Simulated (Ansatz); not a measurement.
Born–Oppenheimer molecular dynamics of CH4N2O (8 atoms, charge 0, multiplicity 1). It starts at the highest image of a converged band, a first-order saddle point between two minima.

These are results of RKS PBE-D4/6-31G* in Ansatz, not measurements.

```json
{"ensemble": "NVE (velocity Verlet)", "time step": "0.5 fs", "steps asked": "200", "starting velocities drawn for": "100 K", "seed": "11479"}
```

Frames 0.5 fs apart, positions in Å, forces in eV/Å.

Velocities at 10.0 fs (Å/ps):

```
H 2.65 -82.26 96.85
N -1.81 -1.46 -0.42
C -2.94 6.25 -8.34
N 1.11 -1.44 0.83
O 3.99 2.78 -0.28
H -18.32 -5.37 0.85
H 0.30 8.86 -2.79
H -3.14 0.42 3.27
```

```xyz
8
Properties=species:S:1:pos:R:3:forces:R:3 time_fs=10.0 energy_less_start_eV=-0.892 T=1248
H -1.555 -0.961 0.063 -1.67 -1.53 0.55
N -0.710 -0.897 0.596 1.72 -0.17 1.88
C -0.199 0.053 -0.208 -1.43 0.39 -2.33
N 1.087 0.587 -0.201 -0.63 0.18 -0.05
O -1.089 0.283 -1.099 2.08 1.66 -0.26
H -0.302 -1.436 1.356 -0.09 -0.14 -0.02
H 1.094 1.461 -0.741 0.09 -0.29 0.10
H 1.575 0.678 0.689 -0.07 -0.08 0.13
8
Properties=species:S:1:pos:R:3:forces:R:3 time_fs=10.5 energy_less_start_eV=-0.990 T=1374
H -1.556 -1.004 0.112 -2.26 -1.45 0.04
N -0.710 -0.898 0.596 2.46 -0.05 2.25
C -0.201 0.056 -0.212 -1.65 0.14 -2.18
N 1.087 0.587 -0.201 -0.61 0.34 -0.14
O -1.087 0.284 -1.099 2.01 1.69 -0.34
H -0.311 -1.439 1.356 0.04 -0.12 0.04
H 1.094 1.465 -0.743 0.09 -0.46 0.20
H 1.573 0.678 0.691 -0.07 -0.08 0.13
8
Properties=species:S:1:pos:R:3:forces:R:3 time_fs=11.0 energy_less_start_eV=-1.080 T=1491
H -1.562 -1.050 0.161 -2.56 -1.32 -0.33
N -0.711 -0.899 0.596 2.88 0.05 2.41
C -0.203 0.059 -0.217 -1.83 -0.16 -1.94
N 1.088 0.586 -0.200 -0.59 0.46 -0.21
O -1.085 0.286 -1.100 1.87 1.72 -0.46
H -0.320 -1.442 1.357 0.22 -0.09 0.13
H 1.094 1.468 -0.743 0.09 -0.57 0.28
H 1.571 0.678 0.693 -0.09 -0.09 0.12
8
Properties=species:S:1:pos:R:3:forces:R:3 time_fs=11.5 energy_less_start_eV=-1.170 T=1607
H -1.574 -1.100 0.209 -2.36 -1.06 -0.47
N -0.710 -0.900 0.597 2.77 0.04 2.33
C -0.205 0.062 -0.222 -1.94 -0.49 -1.64
N 1.088 0.585 -0.200 -0.58 0.52 -0.23
O -1.082 0.288 -1.100 1.69 1.76 -0.64
H -0.329 -1.445 1.358 0.43 -0.04 0.22
H 1.095 1.470 -0.744 0.10 -0.64 0.32
H 1.569 0.678 0.696 -0.11 -0.09 0.10
8
Properties=species:S:1:pos:R:3:forces:R:3 time_fs=12.0 energy_less_start_eV=-1.250 T=1708
H -1.592 -1.152 0.257 -1.64 -0.63 -0.43
N -0.710 -0.900 0.598 2.10 -0.17 2.07
C -0.208 0.065 -0.228 -1.99 -0.82 -1.28
N 1.088 0.585 -0.200 -0.57 0.52 -0.22
O -1.079 0.290 -1.100 1.45 1.82 -0.86
H -0.337 -1.448 1.359 0.67 0.02 0.31
H 1.096 1.470 -0.743 0.11 -0.64 0.33
H 1.567 0.677 0.698 -0.13 -0.09 0.07
8
Properties=species:S:1:pos:R:3:forces:R:3 time_fs=12.5 energy_less_start_eV=-1.296 T=1765
H -1.614 -1.206 0.303 -0.59 -0.04 -0.35
N -0.709 -0.901 0.600 1.08 -0.58 1.79
C -0.211 0.068 -0.234 -1.94 -1.14 -0.87
N 1.088 0.585 -0.199 -0.57 0.46 -0.17
O -1.076 0.293 -1.101 1.17 1.88 -1.13
H -0.343 -1.452 1.361 0.90 0.09 0.38
H 1.097 1.468 -0.741 0.11 -0.58 0.31
H 1.564 0.676 0.701 -0.16 -0.10 0.04
8
Properties=species:S:1:pos:R:3:forces:R:3 time_fs=13.0 energy_less_start_eV=-1.287 T=1753
H -1.637 -1.259 0.348 0.50 0.63 -0.33
N -0.708 -0.902 0.601 -0.01 -1.11 1.61
C -0.214 0.071 -0.240 -1.80 -1.43 -0.43
N 1.088 0.584 -0.199 -0.58 0.34 -0.08
O -1.072 0.296 -1.102 0.85 1.94 -1.43
H -0.346 -1.455 1.364 1.11 0.19 0.41
H 1.099 1.466 -0.739 0.12 -0.47 0.25
H 1.561 0.675 0.704 -0.19 -0.10 0.00
8
Properties=species:S:1:pos:R:3:forces:R:3 time_fs=13.5 energy_less_start_eV=-1.220 T=1668
H -1.659 -1.311 0.393 1.44 1.28 -0.41
N -0.706 -0.903 0.603 -0.93 -1.66 1.58
C -0.218 0.073 -0.246 -1.58 -1.70 0.05
N 1.088 0.584 -0.199 -0.61 0.17 0.02
O -1.069 0.299 -1.103 0.49 2.01 -1.76
H -0.348 -1.458 1.368 1.27 0.31 0.39
H 1.100 1.462 -0.737 0.13 -0.31 0.16
H 1.558 0.674 0.707 -0.21 -0.10 -0.03
8
Properties=species:S:1:pos:R:3:forces:R:3 time_fs=14.0 energy_less_start_eV=-1.111 T=1529
H -1.678 -1.361 0.436 2.12 1.85 -0.56
N -0.705 -0.904 0.606 -1.59 -2.16 1.66
C -0.222 0.075 -0.252 -1.29 -1.95 0.55
N 1.088 0.584 -0.199 -0.65 -0.04 0.14
O -1.065 0.302 -1.104 0.11 2.08 -2.11
H -0.346 -1.460 1.373 1.38 0.45 0.32
H 1.103 1.457 -0.733 0.14 -0.11 0.05
H 1.554 0.673 0.710 -0.23 -0.11 -0.05
8
Properties=species:S:1:pos:R:3:forces:R:3 time_fs=14.5 energy_less_start_eV=-0.984 T=1368
H -1.691 -1.405 0.479 2.56 2.29 -0.76
N -0.705 -0.906 0.608 -1.99 -2.57 1.83
C -0.227 0.077 -0.258 -0.94 -2.16 1.05
N 1.088 0.584 -0.198 -0.71 -0.28 0.26
O -1.062 0.306 -1.105 -0.28 2.14 -2.47
H -0.341 -1.461 1.379 1.45 0.59 0.21
H 1.105 1.452 -0.730 0.15 0.09 -0.06
H 1.549 0.671 0.713 -0.23 -0.11 -0.06
8
Properties=species:S:1:pos:R:3:forces:R:3 time_fs=15.0 energy_less_start_eV=-0.864 T=1214
H -1.698 -1.444 0.519 2.79 2.62 -0.97
N -0.704 -0.908 0.611 -2.16 -2.86 2.02
C -0.232 0.078 -0.264 -0.56 -2.36 1.56
N 1.087 0.583 -0.198 -0.78 -0.52 0.37
O -1.058 0.310 -1.107 -0.68 2.19 -2.81
H -0.332 -1.460 1.385 1.47 0.73 0.07
H 1.108 1.447 -0.727 0.15 0.30 -0.18
H 1.544 0.669 0.715 -0.23 -0.11 -0.06
8
Properties=species:S:1:pos:R:3:forces:R:3 time_fs=15.5 energy_less_start_eV=-0.769 T=1093
H -1.699 -1.477 0.557 2.86 2.84 -1.17
N -0.704 -0.911 0.615 -2.16 -3.04 2.20
C -0.236 0.079 -0.269 -0.17 -2.52 2.04
N 1.087 0.583 -0.198 -0.86 -0.73 0.46
O -1.054 0.315 -1.109 -1.06 2.23 -3.13
H -0.320 -1.458 1.391 1.46 0.86 -0.07
H 1.111 1.443 -0.724 0.16 0.46 -0.27
H 1.539 0.667 0.718 -0.23 -0.10 -0.05
```

Of the whole run (100 fs, mean temperature of the second half 1264 K): The conserved energy stayed within 0.97 meV per atom of its start (net change 0.23 meV per atom), so the integration is sound. The system heated up, since it started high on the potential surface and ran downhill. A run of 0.1 ps of so small a system gives no equilibrium averages. The orbitals stay closed-shell, which can raise the energy where a bond breaks towards radicals; this wasn't checked here.

Run time: 5.4 min on 1 thread of Arm Neoverse V1, on a shared host, peak memory 0.11 GiB.
